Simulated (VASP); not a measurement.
Here is a VASP 6.6.1 calculation.

POSCAR

```
InSb                                    
1.0
    0.0000000000      3.2603245804      3.2603245804
    3.2603245804      0.0000000000      3.2603245804
    3.2603245804      3.2603245804      0.0000000000
  In              Sb            
     1     1
Direct
     0.0000000000000000    0.0000000000000000    0.0000000000000000
     0.2500000000000000    0.2500000000000000    0.2500000000000000
```

The input INCAR.step1:

```
PREC = Accurate
ENCUT = 520
EDIFF = 1E-5
ISMEAR = 0
SIGMA = 0.03
LREAL = False
LASPH = True
NELM = 80
ALGO = Normal
ISIF = 2
LWAVE = True
LCHARG = False
MAGMOM = 0 0 0 0 0 0
LORBIT = 11
LSORBIT = True
GGA_COMPAT = False
NBANDS = 32
KPAR = 2
GGA = PE
```

Contents of INCAR.step2:

```
PREC = Accurate
ENCUT = 520
EDIFF = 1E-6
ISMEAR = 0
SIGMA = 0.03
LREAL = False
LASPH = True
NELM = 80
ALGO = Normal
ISIF = 2
LWAVE = False
LCHARG = False
MAGMOM = 0 0 0 0 0 0
LORBIT = 11
LSORBIT = True
GGA_COMPAT = False
GGA = PE
LHFCALC = True
HFSCREEN = 0.2
PRECFOCK = Fast
NBANDS = 32
KPAR = 2
ISTART = 1
```

The input KPOINTS:

```
Automatic mesh
0
Gamma
  4 4 4
```

The input KPOINTS_OPT:

```
explicit points
9
Reciprocal
 0.0000000000  0.0000000000  0.0000000000 1
 0.3750000000  0.3750000000  0.7500000000 1
 0.5000000000  0.5000000000  0.5000000000 1
 0.6250000000  0.2500000000  0.6250000000 1
 0.5000000000  0.2500000000  0.7500000000 1
 0.5000000000  0.0000000000  0.5000000000 1
 0.4000000000  0.0000000000  0.4000000000 1
 0.4250000000  0.0000000000  0.4250000000 1
 0.4500000000  0.0000000000  0.4500000000 1
```

Potentials or basis: VASP PAW PBE potentials, release 64 (In_d, Sb).

Launch:

```console
$ cat potpaw_PBE.64/In_d/POTCAR potpaw_PBE.64/Sb/POTCAR > POTCAR
$ cp INCAR.step1 INCAR
$ mpirun -np 2 vasp_ncl > vasp.out
$ cp INCAR.step2 INCAR
$ mpirun -np 2 vasp_ncl > vasp.out
```

**Question.** Predict the pressure.

**Answer.** 0.2 GPa.

Caveat: the k mesh is coarse (spacing up to 0.42 Å⁻¹), so the values aren't converged, least of all with exact exchange; the PAW data sets were made with another functional, which shifts forces and pressure a little.
